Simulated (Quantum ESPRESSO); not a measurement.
The system is InP.

```xyz
2
Lattice="0.0000 2.9305 2.9305 2.9305 0.0000 2.9305 2.9305 2.9305 0.0000" Properties=species:S:1:pos:R:3 pbc="T T T"
In    0.0000    0.0000    0.0000
P     4.3957    4.3957    4.3957
```

Base run:

| Item | Value |
| --- | --- |
| Program | Quantum ESPRESSO 7.5 |
| Functional | PBE |
| Potentials or basis | PseudoDojo 0.4 FR PBE standard |
| Cutoff | 952 eV |
| Density cutoff | 3810 eV |
| k mesh | 6 × 6 × 6, shifted |
| Occupations | fermi-dirac, width 0.05 eV |
| Spin | spin-orbit coupling, no magnetisation |

Its results: pressure 3.4 GPa.

Task: The run is repeated on the same cell with these changes: k mesh from 6 × 6 × 6, shifted to 3 × 3 × 3. What comes out?

Result: Pressure 4.3 GPa.

Caveats: some runs use coarse meshes; the cell is more than 3 GPa from zero pressure, which shifts response properties (some runs).

Not every run made on this cell is shown here.
